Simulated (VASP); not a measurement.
# Te2Mo in VASP: further runs, part 2 of 2

VASP 6.6.1.

### Step 5. Single point, PBE0

File POSCAR:

```
Te2Mo
1.0
    3.5602328140      0.0000000000      0.0000000000
   -1.7801164070      3.0832520603      0.0000000000
    0.0000000000      0.0000000000     17.5240578200
Te Mo
2 1
Direct
    0.3333333333      0.6666666667      0.1021445500
    0.3333333333      0.6666666667      0.8978554500
    0.0000000000      0.0000000000      0.0000000000
```

File INCAR.step1:

```
SYSTEM = Te2Mo
ALGO = Normal
EDIFF = 1E-5
ENCUT = 350
GGA = PE
ISIF = 2
ISMEAR = 0
LASPH = .True.
LCHARG = .False.
LREAL = .False.
LWAVE = .True.
NBANDS = 21
NELM = 100
NKRED = 1
PREC = Accurate
SIGMA = 0.01
```

File INCAR.step2:

```
SYSTEM = Te2Mo
AEXX = 0.25
ALGO = Normal
EDIFF = 1E-6
ENCUT = 350
GGA = PE
ISIF = 2
ISMEAR = 0
ISTART = 1
LASPH = .True.
LCHARG = .False.
LHFCALC = .True.
LREAL = .False.
LWAVE = .False.
NBANDS = 21
NELM = 100
NKRED = 1
PREC = Accurate
PRECFOCK = Fast
SIGMA = 0.01
```

File KPOINTS:

```
k-points
0
Gamma
  6 6 1
  0 0 0
```

Launch:

```sh
cat potpaw_PBE.64/Te/POTCAR potpaw_PBE.64/Mo_sv/POTCAR > POTCAR
cp INCAR.step1 INCAR
mpirun -np 1 vasp_std > vasp.out
cp INCAR.step2 INCAR
mpirun -np 1 vasp_std > vasp.out
```

Wall time 7.8 min (1 thread of Intel Xeon Platinum 8259CL at 2.50GHz (Skylake/Cascade Lake), shared host); peak memory 0.25 GiB.

These settings aren't checked as converged: the numbers below hold their error.

Results:

| Item | Value |
| --- | --- |
| Free energy | -24.0194 eV |
| Largest force | 0.304 eV/Å |
| Band gap on the k mesh | 2.13 eV, direct |

Caveat: the PAW data sets were made with another functional, which shifts forces and pressure a little; spin-orbit coupling is left out, which moves the levels of the heavy elements.

### Step 6. Single point, LDA

File INCAR:

```
SYSTEM = Te2Mo
  ALGO = Normal
  EDIFF = 1E-6
  ENCUT = 550
  ISIF = 2
  ISMEAR = 0
  LASPH = .True.
  LCHARG = .True.
  LELF = .True.
  LREAL = .False.
  LVHAR = .True.
  LWAVE = .False.
  NBANDS = 20
  NELM = 60
  PREC = Accurate
  SIGMA = 0.1
```

File KPOINTS:

```
k-points
0
Gamma
  9 9 2
  0 0 0
```

POSCAR is that of step 5.

Potentials or basis: VASP PAW LDA potentials, release 64 (Te_GW, Mo_sv_GW).

Launch:

```sh
cat potpaw_LDA.64/Te_GW/POTCAR potpaw_LDA.64/Mo_sv_GW/POTCAR > POTCAR
mpirun -np 1 vasp_std > vasp.out
```

OUTCAR:

```text
SYSTEM = Te2Mo
   EDIFF = 1E-6
   ENCUT = 550
   ISIF = 2
   ISMEAR = 0
   LASPH = .True.
   LREAL = .False.
   NELM = 60
   PREC = Accurate

 ion  position               nearest neighbor table
   1  0.333  0.667  0.102-   3 2.73   3 2.73   3 2.73   2 3.58
   2  0.333  0.667  0.898-   3 2.73   3 2.73   3 2.73   1 3.58
   3  0.000  0.000  0.000-   1 2.73   2 2.73   1 2.73   2 2.73   1 2.73   2 2.73

  LATTYP: Found a hexagonal cell.
 ALAT       =     3.5602328140
 C/A-ratio  =     4.9221662558

  Lattice vectors:

 A1 = (   3.5602328140,   0.0000000000,   0.0000000000)
 A2 = (  -1.7801164070,   3.0832520603,   0.0000000000)
 A3 = (   0.0000000000,   0.0000000000,  17.5240578200)

Analysis of symmetry for initial positions (statically):
=====================================================================
 Subroutine PRICEL returns:
 Original cell was already a primitive cell.

 Routine SETGRP: Setting up the symmetry group for a
 hexagonal supercell.

 Subroutine GETGRP returns: Found 12 space group operations
 (whereof 12 operations were pure point group operations)
 out of a pool of 24 trial point group operations.

The static configuration has the point symmetry D_3h.

Analysis of symmetry for dynamics (positions and initial velocities):
=====================================================================
 Subroutine PRICEL returns:
 Original cell was already a primitive cell.

 Routine SETGRP: Setting up the symmetry group for a
 hexagonal supercell.

 Subroutine GETGRP returns: Found 12 space group operations
 (whereof 12 operations were pure point group operations)
 out of a pool of 24 trial point group operations.

The dynamic configuration has the point symmetry D_3h.

 Subroutine INISYM returns: Found 12 space group operations
 (whereof 12 operations are pure point group operations),
 and found     1 'primitive' translations

----------------------------------------------------------------------------------------

                                     Primitive cell

  volume of cell :     192.3633

  direct lattice vectors                    reciprocal lattice vectors
     3.560232814  0.000000000  0.000000000     0.280880508  0.162166437  0.000000000
    -1.780116407  3.083252060  0.000000000     0.000000000  0.324332873  0.000000000
     0.000000000  0.000000000 17.524057820     0.000000000  0.000000000  0.057064409

  length of vectors
     3.560232814  3.560232814 17.524057820     0.324332873  0.324332873  0.057064409

  position of ions in fractional coordinates (direct lattice)
     0.333333333  0.666666667  0.102144550
     0.333333333  0.666666667  0.897855450
     0.000000000  0.000000000  0.000000000

  ion indices of the primitive-cell ions
   primitive index   ion index
                 1           1
                 2           2
                 3           3

----------------------------------------------------------------------------------------

 KPOINTS: k-points

Automatic generation of k-mesh.
 Grid dimensions read from file:
 generate k-points for:    9    9    2

 Generating k-lattice:

  Cartesian coordinates                     Fractional coordinates (reciprocal lattice)
     0.031208945  0.018018493  0.000000000     0.111111111  0.000000000  0.000000000
     0.000000000  0.036036986  0.000000000     0.000000000  0.111111111  0.000000000
     0.000000000  0.000000000  0.028532204     0.000000000  0.000000000  0.500000000

  Length of vectors
     0.036036986  0.036036986  0.028532204

  Shift w.r.t. Gamma in fractional coordinates (k-lattice)
     0.000000000  0.000000000  0.000000000

 Subroutine IBZKPT returns following result:
 ===========================================

 Found     24 irreducible k-points:

 Following reciprocal coordinates:
            Coordinates               Weight
  0.000000  0.000000  0.000000      1.000000
  0.111111  0.000000  0.000000      6.000000
  0.222222  0.000000  0.000000      6.000000
  0.333333 -0.000000  0.000000      6.000000
  0.444444  0.000000  0.000000      6.000000
  0.111111  0.111111  0.000000      6.000000
[... 16 lines left out ...]
  0.333333  0.222222  0.500000     12.000000
  0.333333  0.333333  0.500000      2.000000
   k-points           NKPTS =     24   k-points in BZ     NKDIM =     24   number of bands    NBANDS=     20
   number of dos      NEDOS =    301   number of ions     NIONS =      3
   total plane-waves  NPLWV = 109760
   dimension x,y,z NGX =    28 NGY =   28 NGZ =  140
   dimension x,y,z NGXF=    56 NGYF=   56 NGZF=  280
   ions per type =               2   1
   NGX,Y,Z   is equivalent  to a cutoff of  13.07, 13.07, 13.28 a.u.
   NGXF,Y,Z  is equivalent  to a cutoff of  26.15, 26.15, 26.56 a.u.
 SYSTEM =  Te2Mo
   PREC   = accura    normal or accurate (medium, high low for compatibility)
   ISTART =      0    job   : 0-new  1-cont  2-samecut
   ICHARG =      2    charge: 1-file 2-atom 10-const
   ISPIN  =      1    spin polarized calculation?
   LNONCOLLINEAR =      F non collinear calculations
   LSORBIT =      F    spin-orbit coupling
   LASPH  =      T    aspherical Exc in radial PAW
   ENCUT  =  550.0 eV  40.42 Ry    6.36 a.u.   6.81  6.81 33.51*2*pi/ulx,y,z
   NELM   =     60;   NELMIN=  2; NELMDL= -5     # of ELM steps
   EDIFF  = 0.1E-05   stopping-criterion for ELM
   LREAL  =      F    real-space projection
   EDIFFG = 0.1E-04   stopping-criterion for IOM
   NSW    =      0    number of steps for IOM
   IBRION =     -1    ionic relax: 0-MD 1-quasi-New 2-CG
   NFREE  =      0    steps in history (QN), initial steepest desc. (CG)
   ISIF   =      2    stress and relaxation
   ISYM   =      2    0-nonsym 1-usesym 2-fastsym
   POTIM  = 0.5000    time-step for ionic-motion
   TEBEG  =    0.0;   TEEND  =   0.0 temperature during run
   PSTRESS=    0.0 pullay stress
   NELECT =      26.0000    total number of electrons
   NUPDOWN=      -1.0000    fix difference up-down
   EMIN   =  10.00;   EMAX   =-10.00  energy-range for DOS
   EFERMI =   0.00;   METHOD = LEGACY
   ISMEAR =     0;   SIGMA  =   0.10  broadening in eV -4-tet -1-fermi 0-gaus
   EFERMI_NEDOS =   21; number of points for ismear=-14 and -15
   IALGO  =     38    algorithm
   IMIX   =      4    mixing-type and parameters
     AMIX     =   0.40;   BMIX     =  1.00
     AMIX_MAG =   1.60;   BMIX_MAG =  1.00
  volume/ion in A,a.u.               =      64.12       432.71
  Fermi-wavevector in a.u.,A,eV,Ry     =   0.840153  1.587660  9.603777  0.705858
  Thomas-Fermi vector in A             =   1.954489
   LORBIT       =      0    0 simple, 1 ext, 2 COOP (PROOUT), +10 PAW based schemes
   GGA     = CA    functional components
   LHFCALC =     F    Hartree Fock is set to
   AEXX    =    0.0000 exact exchange contribution
   IVDW    =     0    specifies the selected vdW correction
   LEPSILON=     F    determine dielectric tensor
   LRPA    =     F    only Hartree local field effects (RPA)
 non-spin polarized calculation
 Gauss-broadening in eV      SIGMA  =   0.10
  energy-cutoff  :      550.00
  volume of cell :      192.36
 maximum number of plane-waves:      5670
 NGX is ok and might be reduce to    28
   NGX = 13   NGY = 13   NGZ = 67

 number of electron      25.9999999 magnetization

 Free energy of the ion-electron system (eV)
  ---------------------------------------------------
  ext. energy  EPLUGINS =         0.00000000
  ---------------------------------------------------
  free energy    TOTEN  =       -21.25587485 eV

  energy without entropy =      -21.25587485  energy(sigma->0) =      -21.25587485

 E-fermi :   0.4404     XC(G=0):  -4.8312

 val. band max:       -0.1533841073   @ k =   0.3333   0.3333   0.0000
 cond. band min:       0.8916011586   @ k =   0.3333   0.3333   0.0000
 fundamental gap:      1.0449852659
 Fermi energy:         0.4404079771

 k-point     1 :       0.0000    0.0000    0.0000
  band No.  band energies     occupation
      1     -60.4681      2.00000
      2     -34.7949      2.00000
      3     -34.6874      2.00000
      4     -34.6874      2.00000
      5     -12.6934      2.00000
      6     -11.7198      2.00000
[... 12 lines left out ...]
     19       4.7364      0.00000
[... 513 lines left out ...]
      4     -34.7603      2.00000
      5     -10.5093      2.00000
      6     -10.2591      2.00000
[... 12 lines left out ...]
     19       5.0315      0.00000
     20       7.2146      0.00000

------------------------ aborting loop because EDIFF is reached ----------------------------------------

  FORCE on cell =-STRESS in cart. coord.  units (eV):
  Direction    XX          YY          ZZ          XY          YZ          ZX
  --------------------------------------------------------------------------------------
  -------------------------------------------------------------------------------------
  Total       -2.5980149     -2.5980149     -1.5866075     -0.0000000      0.0000000      0.0000000
  in kB      -21.6386479    -21.6386479    -13.2147202     -0.0000000      0.0000000      0.0000000
  external PRESSURE =     -18.8306720 kB  Pullay stress =       0.0000000 kB

 VOLUME and BASIS-vectors are now :
 -----------------------------------------------------------------------------
  energy-cutoff  :      550.00
  volume of cell :      192.36
      direct lattice vectors                 reciprocal lattice vectors
     3.560232814  0.000000000  0.000000000     0.280880508  0.162166437  0.000000000
    -1.780116407  3.083252060  0.000000000     0.000000000  0.324332873  0.000000000
     0.000000000  0.000000000 17.524057820     0.000000000  0.000000000  0.057064409

 POSITION                                       TOTAL-FORCE (eV/Angst)
 -----------------------------------------------------------------------------------
     -0.00000      2.05550      1.78999        -0.000000      0.000000     -0.409669
     -0.00000      2.05550     15.73407        -0.000000      0.000000      0.409669
      0.00000      0.00000      0.00000         0.000000     -0.000000      0.000000
 -----------------------------------------------------------------------------------
    total drift:                                0.000000     -0.000000     -0.000000

  FREE ENERGIE OF THE ION-ELECTRON SYSTEM (eV)
  ---------------------------------------------------
  free  energy   TOTEN  =       -21.2558748501 eV

  energy  without entropy=      -21.2558748501  energy(sigma->0) =      -21.25587485
```

OSZICAR:

```text
N       E                     dE             d eps       ncg     rms          rms(c)
DAV:   1     0.238955242834E+03    0.23896E+03   -0.10654E+04  1024   0.109E+03
DAV:   2     0.880963248092E+01   -0.23015E+03   -0.22287E+03  1520   0.379E+02
DAV:   3    -0.218830086021E+02   -0.30693E+02   -0.30437E+02  1496   0.116E+02
[... 13 lines left out ...]
DAV:  17    -0.212558494520E+02   -0.23424E-04   -0.90054E-07  1120   0.688E-03    0.106E-03
DAV:  18    -0.212558695955E+02   -0.20143E-04   -0.86357E-07   892   0.622E-03    0.470E-04
DAV:  19    -0.212558732203E+02   -0.36249E-05   -0.16787E-07   908   0.266E-03    0.153E-04
DAV:  20    -0.212558746188E+02   -0.13984E-05   -0.67783E-08   776   0.165E-03    0.136E-04
DAV:  21    -0.212558748501E+02   -0.23134E-06   -0.19317E-08   732   0.148E-03
   1 F= -.21255875E+02 E0= -.21255875E+02  d E =-.200329E-11
```

Wall time 1.9 min (1 thread of Intel Xeon Platinum 8488C (Sapphire Rapids), shared host); peak memory 0.33 GiB.

Results:

| Property | Result |
| --- | --- |
| Free energy | -21.2559 eV |
| Largest force | 0.410 eV/Å |
| Band gap on the k mesh | 1.04 eV, direct |

Forces on the atoms (eV/Å):
```
Te   0.000  0.000 -0.410
Te   0.000  0.000  0.410
Mo   0.000  0.000  0.000
```

Caveat: spin-orbit coupling is left out, which moves the levels of the heavy elements. Expect the measured gap to be larger: semilocal functionals such as LDA lack the derivative discontinuity.

### Step 7. The reference run

An earlier run on the cell as given: functional PBE; potentials or basis VASP PAW PBE potentials, release 64 (Te, Mo_sv); cutoff 520 eV; k mesh 9 × 9 × 2; occupations fermi-dirac, width 0.05 eV; no spin polarisation.

* Largest force: 0.231 eV/Å
* Band gap on the k mesh: 1.05 eV, direct
